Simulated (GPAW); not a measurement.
NiO:

```xyz
2
Lattice="0.0000 2.0859 2.0859 2.0859 0.0000 2.0859 2.0859 2.0859 0.0000" Properties=species:S:1:pos:R:3 pbc="T T T"
Ni    0.0000    0.0000    0.0000
O     2.0859    2.0859    2.0859
```

Program: GPAW 26.7.0. Alike in all runs: spin collinear, ferromagnetic start; cell as given; cutoff (eV) 800.

Question: Order these runs on this cell by their pressure, lowest first.
A. level r2SCAN; potentials or basis GPAW PAW data sets (gpaw-data 1.2.1), pw; k mesh 11 × 11 × 11; smearing fermi-dirac 0.05 eV; band path GXWKGLUWLK,UX; band points 100
B. level RPBE; potentials or basis the program's PAW data sets (release 1.2.1) made for this functional, pw; k mesh 11 × 11 × 11; smearing gaussian 0.02 eV
C. level r4SCAN; potentials or basis GPAW PAW data sets (gpaw-data 1.2.1), pw; k mesh 8 × 8 × 8; smearing fermi-dirac 0.05 eV; band path GXWKGLUWLK,UX; band points 100

Answer: C (6.1 GPa), A (8.4 GPa), B (17.7 GPa).

Caveats: the stock nickel data set gives pressures a few GPa off other programs; a cell with one magnetic atom can't hold antiferromagnetic order, which such compounds often take; the PAW data sets were made with another functional, which shifts forces and pressure a little (some runs); so large a pressure means that the cell lies far from this level's equilibrium, or that cutoff or potentials fall short (some runs).

Runs at the PBE level aren't shown here.
